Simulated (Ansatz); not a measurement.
# AgCl (Chlorargyrite) (Fm-3m) in Ansatz: reference runs

Reference runs on AgCl (Chlorargyrite): the cell as given and a disturbed copy.

Everything below comes from runs of Ansatz 0.2.0. Logs are shortened: lines on timing, memory, paths and dates and some standing lists are left out, and cuts for length are marked.

**Measured values to compare with.**

A printed reference work, data compilation reports, for a bulk crystal of AgCl: band gap 3.249 eV (indirect).

How close the calculation comes is told below.

## 1. Starting point

It takes space group Fm-3m (No. 225, cubic). The conventional cell has a = 5.470 Å, b = 5.470 Å, c = 5.470 Å, α = 90.00°, β = 90.00°, γ = 90.00°. Ag (site symmetry m-3m) has 6 Cl at 2.73 Å as nearest neighbours. Around Cl (site symmetry m-3m) lie 6 Ag at 2.73 Å.

## 2. Single point, PBE

Contents of input.yaml:

```yaml
crystal:
  lattice:
    - [0.0, 2.735, 2.735]
    - [2.735, 0.0, 2.735]
    - [2.735, 2.735, 0.0]
  atoms:
    - { symbol: Ag, position: [0.0, 0.0, 0.0] }
    - { symbol: Cl, position: [0.5, 0.5, 0.5] }
kpoints:
  mp_grid: { grid: [8, 8, 8] }
scf:
  occupations: { method: fermi_dirac, width: 0.05 }
hamiltonian:
  xc: pbe
  pseudopotentials: { kind: all_electron, lapw: { basis_error: 0.001 } }
output:
  forces: true
  stress: true
  eigenvalues: true
  populations: true
```

Potentials or basis: all-electron LAPW, scalar-relativistic.

Started as:

```console
> ansatz run input.yaml --threads 1 --pin off --max-ram 3072MiB --backend cpu --events-out ev --progress --plain --runs-dir out
```

The program printed:

```text
Warning: RAYON_NUM_THREADS=1 ignored (pool sized by the plan → 1); use --threads N
Ag: projections on atomic orbitals take those of the free atom 1s2 2s2 2p6 3s2 3p6 3d10 4s2 4p6 4d10 5s1, of charge +0.00 (hamiltonian.pseudopotentials.projection_atoms)
Cl: projections on atomic orbitals take those of the free atom 1s2 2s2 2p6 3s2 3p5, of charge +0.00 (hamiltonian.pseudopotentials.projection_atoms)
LAPW: plane waves up to 7.546 Å⁻¹, error target 1.0e-3 eV per atom; small_component_spin mean_spin; Cl in spheres of 1.225 Å, 15 of its electrons in bands, Dirac shells []; Ag in spheres of 1.510 Å, 19 of its electrons in bands, Dirac shells [] (how accurate: hamiltonian.pseudopotentials.lapw.basis_error, Limitations)
Engine: ansatz 0.2.0, x86_64-unknown-linux-gnu
Pseudopotentials: kind: all_electron
Pseudopotential: Ag, LAPW, valence charge 19, lapw/all_electron/scalar/gaussian/Ag, Koelling and Harmon's equation, gaussian nucleus
Pseudopotential: Cl, LAPW, valence charge 15, lapw/all_electron/scalar/gaussian/Cl, Koelling and Harmon's equation, gaussian nucleus
Functional definition: PBE
  parameter kappa = 0.804
  parameter beta = 0.06672455060314922
  exchange = pbe_x(kappa = kappa, mu = beta*pi^2/3)
  correlation = pbe_c(beta = beta)
Crystal: 2 atoms, lattice volume = 40.917 Å³
Basis set: ecut = 216.97660234039165 eV, 307 PW (Γ), exchange–correlation at level 2
Bands: 21, of which v1, the nominal top of the filled ones, is band 17 counted from 1 (16 counted from 0)
Symmetry: 48 space group operations
Space group: Fm-3m (ITA 225), of the structure as read, at distance tolerance 3.4e-5 Å
k-points: 29 of 512
Non-local potential: Ag, projectors of the file, none
Non-local potential: Cl, projectors of the file, none
Initial density: superposition of atomic densities (chi_scale 0.1, normalization cell, long waves kept (reshape's long-wave potential 0.00 eV rms))
Initial wavefunctions: plane waves of lowest kinetic energy (no species holds an atomic orbital)
Functional: x = pbe(κ = 0.804, μ = 0.2195149727645171), c = pbe(β = 0.06672455060314922)
iter 1 solved again at ethr=1.09e-3 eV; its pass at ethr=1.00e-1 eV (dr2=3.72e-1 eV) is discarded
SCF iter   1: F=—  HF=-157215.322951 eV  |F-HF|=—  |Δ(HF+E_count)|=         —  Δρ=2.16e-2  dr2=3.72e-1  ethr=1.09e-3  ⟨swp⟩=2.1  Hψ=4047  notcnv=0
preconditioner: auto → none  [insulator: Δε(μ)=0.781 eV  Ē_g=10.972 eV  σ=0.050 eV  W_gap=1.00  n_scr=14 (ndim 8)  ℏωp=24.6 eV  f_vac=0.041  D(μ)=0.00/eV (n_scr^D=0)  ε∞_Penn≈6.0]
iter 2 solved again at ethr=1.15e-5 eV; its pass at ethr=1.09e-3 eV (dr2=3.93e-3 eV) is discarded
SCF iter   2: F=—  HF=-157215.174074 eV  |F-HF|=—  |Δ(HF+E_count)|=   1.49e-1  Δρ=3.98e-3  dr2=3.93e-3  ethr=1.15e-5  ⟨swp⟩=2.0  Hψ=3206  notcnv=0
SCF iter   3: F=—  HF=-157215.145729 eV  |F-HF|=—  |Δ(HF+E_count)|=   2.83e-2  Δρ=3.10e-3  dr2=6.04e-3  ethr=1.15e-5  ⟨swp⟩=3.0  Hψ=2062  notcnv=0
SCF iter   4: F=—  HF=-157215.145249 eV  |F-HF|=—  |Δ(HF+E_count)|=   4.80e-4  Δρ=1.09e-3  dr2=7.11e-4  ethr=1.15e-5  ⟨swp⟩=2.0  Hψ=1771  notcnv=0
SCF iter   5: F=—  HF=-157215.145365 eV  |F-HF|=—  |Δ(HF+E_count)|=   1.16e-4  Δρ=1.87e-4  dr2=1.33e-5  ethr=2.09e-6  ⟨swp⟩=2.0  Hψ=1771  notcnv=0
SCF iter   6: F=—  HF=-157215.145386 eV  |F-HF|=—  |Δ(HF+E_count)|=   2.10e-5  Δρ=2.42e-5  dr2=2.31e-7  ethr=3.90e-8  ⟨swp⟩=3.0  Hψ=1846  notcnv=0
SCF iter   7: F=-157215.145387 eV  HF=-157215.145387 eV  |F-HF|=5.18e-9  |Δ(HF+E_count)|=   5.24e-7  Δρ=1.96e-6  dr2=1.43e-9  ethr=6.78e-10  ⟨swp⟩=3.0  Hψ=1946  notcnv=0
SCF 1 converged in 7 iterations: F = -157215.145387 eV  dr2 = 1.43e-9
SCF converged after 7 iterations
Free energy (F): -157215.145387 eV
Harris-Foulkes:  -157215.145387 eV  (|F-HF|=5.18e-9)
Internal energy: -157215.145385 eV  (E = F + TS)
E sigma→0 (E₀):  -157215.145386 eV
Entropy (-TS):   -0.000002 eV (-0.001 meV/atom)
Fermi energy:    10.301887 eV
--- Per-component energies (eV) ---
  E_band       = -1843.388647
  E_kinetic    = 163873.242163
  E_xc         = -4835.046279
  E_electrostatic = -316253.341269  (all electrons and nuclei)
  E_smearing   = -0.000002  (= −TS)
  E_closure    = 0.000000  (closes the sum)
  E_atoms      = -157209.811095  (free atoms, spherical and without spin; not in F)
  Σ components = -157215.145387   (vs F -157215.145387, Δ=0.00e0)
  Basis errors (estimates in eV, not in F): energy 3.8e-4 per atom: plane waves 3.4e-4 (1.9e-4 summed), levels above the bands 5.7e-85, relativity 8.9e-8, radial functions 4.1e-5, core shells 1.4e-7; eigenvalues (radial functions only) 1.5e-5; not estimated: angular momenta, meshes, grids; target (lapw.basis_error) 1.0e-3; muffin-tin radii Cl 1.225 Å, Ag 1.510 Å
--- Forces (eV/Å), atoms counted from 1 ---
  atom   1  Ag    -0.00000000     0.00000000     0.00000000
  atom   2  Cl     0.00000000    -0.00000000    -0.00000000
  max |Σ_I F_I| component: 1.01e-29 eV/Å
--- Stress (GPa, compression-positive) ---
        3.931365      -0.000000      -0.000000
       -0.000000       3.931365      -0.000000
       -0.000000      -0.000000       3.931365
  P = ⅓ Tr σ = 3.9314 GPa (39.314 kbar)
--- Band table (eV; the first three rows and the last of 29) ---
  k-point 0: bands = ["-236.3000", "-175.2170", "-175.2170", "-175.2170", "-80.0691", "-43.6040", "-43.6040", "-43.6040", "-5.6601", "7.1545", "7.1545", "7.1545", "7.1978", "7.1978", "7.2790", "7.2790", "7.2790", "10.6786", "20.4403", "20.4403", "20.4403"]
  k-point 1: bands = ["-236.3000", "-175.2170", "-175.2170", "-175.2170", "-80.0691", "-43.6046", "-43.6041", "-43.6041", "-5.5926", "6.3999", "6.4623", "6.4623", "7.2146", "7.2146", "7.4661", "8.0901", "8.0901", "11.4146", "19.1452", "20.1602", "20.1602"]
  k-point 2: bands = ["-236.3000", "-175.2170", "-175.2170", "-175.2170", "-80.0691", "-43.6058", "-43.6043", "-43.6043", "-5.4224", "5.3118", "5.8547", "5.8547", "7.3537", "7.3537", "7.6308", "8.9054", "8.9054", "12.7571", "17.5429", "18.8750", "18.8750"]
  k-point 28: bands = ["-236.3000", "-175.2170", "-175.2170", "-175.2170", "-80.0690", "-43.6064", "-43.6064", "-43.6055", "-5.1092", "5.2904", "5.4946", "5.4946", "7.6470", "7.6470", "7.6925", "7.7054", "8.4939", "14.0212", "17.6380", "17.6380", "17.7800"]
--- Löwdin populations: 2 sites ---
  site symbol       q [e]
     0     Ag     46.4331
     1     Cl     17.4838
  spilling = 0.001299 (of n_electrons = 64.000000)
```

It took 3.1 s on 1 thread of Intel Xeon 6975P-C (Granite Rapids), shared host; peak memory 0.3 GiB.

Results:

- Free energy: -157215.1454 eV
- Pressure: 3.9 GPa
- Band gap on the k mesh: 0.91 eV, indirect (least direct gap 3.32 eV)
- Loewdin charges: Ag +0.57; Cl -0.48 e

Levels at points of the mesh, in eV from the valence-band top:
| k point | band 15 | band 16 | band 17 | band 18 | band 19 | band 20 |
| --- | --- | --- | --- | --- | --- | --- |
| (0.00, 0.00, 0.00) | -2.49 | -2.49 | -2.49 | 0.91 | 10.67 | 10.67 |
| (0.00, 0.00, -0.50) | -1.88 | 0.00 | 0.00 | 4.12 | 6.77 | 7.53 |
| (0.00, -0.50, -0.50) | -2.08 | -2.08 | -1.96 | 2.31 | 7.90 | 8.78 |

## 3. Single point, PBE (atoms moved at random, drawn with an rms of 0.05 Å)

Changes to input.yaml since step 2:

```diff
@@ -6,4 +6,4 @@
   atoms:
-    - { symbol: Ag, position: [0.0, 0.0, 0.0] }
-    - { symbol: Cl, position: [0.5, 0.5, 0.5] }
+    - { symbol: Ag, position: [-0.017198, 0.011295, -0.004485] }
+    - { symbol: Cl, position: [0.496284, 0.509075, 0.50356] }
 kpoints:
```

Potentials or basis: all-electron LAPW, scalar-relativistic.

Started as:

```console
> ansatz run input.yaml --threads 1 --pin off --max-ram 3072MiB --backend cpu --events-out ev --progress --plain --runs-dir out
```

The program printed:

```text
Warning: RAYON_NUM_THREADS=1 ignored (pool sized by the plan → 1); use --threads N
Ag: projections on atomic orbitals take those of the free atom 1s2 2s2 2p6 3s2 3p6 3d10 4s2 4p6 4d10 5s1, of charge +0.00 (hamiltonian.pseudopotentials.projection_atoms)
Cl: projections on atomic orbitals take those of the free atom 1s2 2s2 2p6 3s2 3p5, of charge +0.00 (hamiltonian.pseudopotentials.projection_atoms)
LAPW: plane waves up to 7.714 Å⁻¹, error target 1.0e-3 eV per atom; small_component_spin mean_spin; Cl in spheres of 1.195 Å, 15 of its electrons in bands, Dirac shells []; Ag in spheres of 1.481 Å, 19 of its electrons in bands, Dirac shells [] (how accurate: hamiltonian.pseudopotentials.lapw.basis_error, Limitations)
[... 9 set-up lines as earlier in the session ...]
Crystal: 2 atoms, lattice volume = 40.917 Å³
Basis set: ecut = 226.73769401617307 eV, 331 PW (Γ), exchange–correlation at level 2
Bands: 21, of which v1, the nominal top of the filled ones, is band 17 counted from 1 (16 counted from 0)
Symmetry: 1 space group operations
Space group: P1 (ITA 1), of the structure as read, at distance tolerance 3.4e-5 Å
k-points: 260 of 512 (time reversal used)
[... 5 set-up lines as earlier in the session ...]
iter 1 solved again at ethr=1.14e-3 eV; its pass at ethr=1.00e-1 eV (dr2=3.89e-1 eV) is discarded
SCF iter   1: F=—  HF=-157215.319689 eV  |F-HF|=—  |Δ(HF+E_count)|=         —  Δρ=2.20e-2  dr2=3.90e-1  ethr=1.14e-3  ⟨swp⟩=2.0  Hψ=36291  notcnv=0
preconditioner: auto → none  [insulator: Δε(μ)=0.778 eV  Ē_g=10.976 eV  σ=0.050 eV  W_gap=1.00  n_scr=14 (ndim 8)  ℏωp=24.6 eV  f_vac=0.040  D(μ)=0.00/eV (n_scr^D=0)  ε∞_Penn≈6.0]
iter 2 solved again at ethr=1.43e-5 eV; its pass at ethr=1.14e-3 eV (dr2=4.86e-3 eV) is discarded
SCF iter   2: F=—  HF=-157215.170490 eV  |F-HF|=—  |Δ(HF+E_count)|=   1.49e-1  Δρ=4.36e-3  dr2=4.87e-3  ethr=1.43e-5  ⟨swp⟩=2.0  Hψ=28801  notcnv=0
SCF iter   3: F=—  HF=-157215.142010 eV  |F-HF|=—  |Δ(HF+E_count)|=   2.85e-2  Δρ=3.15e-3  dr2=6.10e-3  ethr=1.43e-5  ⟨swp⟩=3.0  Hψ=18315  notcnv=0
SCF iter   4: F=—  HF=-157215.141553 eV  |F-HF|=—  |Δ(HF+E_count)|=   4.56e-4  Δρ=1.10e-3  dr2=6.85e-4  ethr=1.43e-5  ⟨swp⟩=2.0  Hψ=15811  notcnv=0
SCF iter   5: F=—  HF=-157215.141671 eV  |F-HF|=—  |Δ(HF+E_count)|=   1.18e-4  Δρ=1.90e-4  dr2=1.27e-5  ethr=2.02e-6  ⟨swp⟩=2.0  Hψ=15811  notcnv=0
SCF iter   6: F=—  HF=-157215.141691 eV  |F-HF|=—  |Δ(HF+E_count)|=   2.03e-5  Δρ=2.48e-5  dr2=2.33e-7  ethr=3.73e-8  ⟨swp⟩=3.0  Hψ=16649  notcnv=0
SCF iter   7: F=-157215.141692 eV  HF=-157215.141692 eV  |F-HF|=2.71e-9  |Δ(HF+E_count)|=   5.18e-7  Δρ=3.11e-6  dr2=5.00e-9  ethr=6.87e-10  ⟨swp⟩=3.0  Hψ=17604  notcnv=0
SCF 1 converged in 7 iterations: F = -157215.141692 eV  dr2 = 5.00e-9
SCF converged after 7 iterations
Free energy (F): -157215.141692 eV
Harris-Foulkes:  -157215.141692 eV  (|F-HF|=2.71e-9)
Internal energy: -157215.141690 eV  (E = F + TS)
E sigma→0 (E₀):  -157215.141691 eV
Entropy (-TS):   -0.000002 eV (-0.001 meV/atom)
Fermi energy:    10.300076 eV
--- Per-component energies (eV) ---
  E_band       = -1843.448934
  E_kinetic    = 163873.305402
  E_xc         = -4835.055802
  E_electrostatic = -316253.391290  (all electrons and nuclei)
  E_smearing   = -0.000002  (= −TS)
  E_closure    = 0.000000  (closes the sum)
  E_atoms      = -157209.811095  (free atoms, spherical and without spin; not in F)
  Σ components = -157215.141692   (vs F -157215.141692, Δ=0.00e0)
  Basis errors (estimates in eV, not in F): energy 3.9e-4 per atom: plane waves 3.5e-4 (2.0e-4 summed), levels above the bands 4.6e-85, relativity 7.3e-8, radial functions 3.6e-5, core shells 2.4e-7; eigenvalues (radial functions only) 1.1e-5; not estimated: angular momenta, meshes, grids; target (lapw.basis_error) 1.0e-3; muffin-tin radii Cl 1.195 Å, Ag 1.481 Å
--- Forces (eV/Å), atoms counted from 1 ---
  atom   1  Ag     0.02450616     0.09346027     0.04770691
  atom   2  Cl    -0.02451020    -0.09347544    -0.04771461
  max |Σ_I F_I| component: 1.52e-5 eV/Å
--- Stress (GPa, compression-positive) ---
        3.941950      -0.020009      -0.010379
       -0.020009       4.133303      -0.038778
       -0.010379      -0.038778       3.983118
  P = ⅓ Tr σ = 4.0195 GPa (40.195 kbar)
--- Band table (eV; the first three rows and the last of 260) ---
  k-point 0: bands = ["-236.3009", "-175.2181", "-175.2178", "-175.2176", "-80.0711", "-43.6065", "-43.6058", "-43.6056", "-5.6630", "6.9790", "7.0310", "7.0456", "7.1535", "7.1799", "7.3923", "7.4197", "7.4934", "10.6800", "20.3985", "20.4242", "20.4374"]
  k-point 1: bands = ["-236.3009", "-175.2181", "-175.2178", "-175.2176", "-80.0711", "-43.6068", "-43.6061", "-43.6058", "-5.5956", "6.2939", "6.4436", "6.5426", "7.2084", "7.2106", "7.4467", "8.1102", "8.1397", "11.4155", "19.1400", "20.1345", "20.1522"]
  k-point 2: bands = ["-236.3009", "-175.2181", "-175.2178", "-175.2176", "-80.0710", "-43.6078", "-43.6065", "-43.6060", "-5.4257", "5.2937", "5.8469", "5.8667", "7.3486", "7.3498", "7.6215", "8.9106", "8.9208", "12.7567", "17.5434", "18.8728", "18.8823"]
  k-point 259: bands = ["-236.3009", "-175.2181", "-175.2178", "-175.2176", "-80.0710", "-43.6097", "-43.6067", "-43.6063", "-5.1643", "4.1821", "5.3247", "5.3333", "7.5585", "7.5590", "7.8974", "9.7702", "9.7762", "13.8919", "16.5416", "17.2980", "17.3041"]
--- Löwdin populations: 2 sites ---
  site symbol       q [e]
     0     Ag     46.4327
     1     Cl     17.4837
  spilling = 0.001306 (of n_electrons = 64.000000)
```

It took 32 s on 1 thread of Intel Xeon 6975P-C (Granite Rapids), shared host; peak memory 0.62 GiB.

What came out:

* Free energy: -157215.1417 eV
* Pressure: 4.0 GPa
* Largest force: 0.108 eV/Å
* Band gap on the k mesh: 0.90 eV, indirect (least direct gap 3.19 eV)
* Loewdin charges: Ag +0.57; Cl -0.48 e

Forces on the atoms (eV/Å):
```
Ag   0.025  0.093  0.048
Cl  -0.025 -0.093 -0.048
```

## 4. Against experiment

Step 2. Measured gap of AgCl: 3.249 eV (indirect; a printed reference work, data compilation). This calculation gives 0.91 eV (-2.34 eV). So large a miss can be the level of theory's own, or it may mean another phase, state or a wrong row. Spin-orbit coupling on Ag is left out. The value is that of PBE on a finite k mesh, which can miss the band edges, without temperature or zero-point motion. Semilocal functionals fall short of measured gaps as a rule.
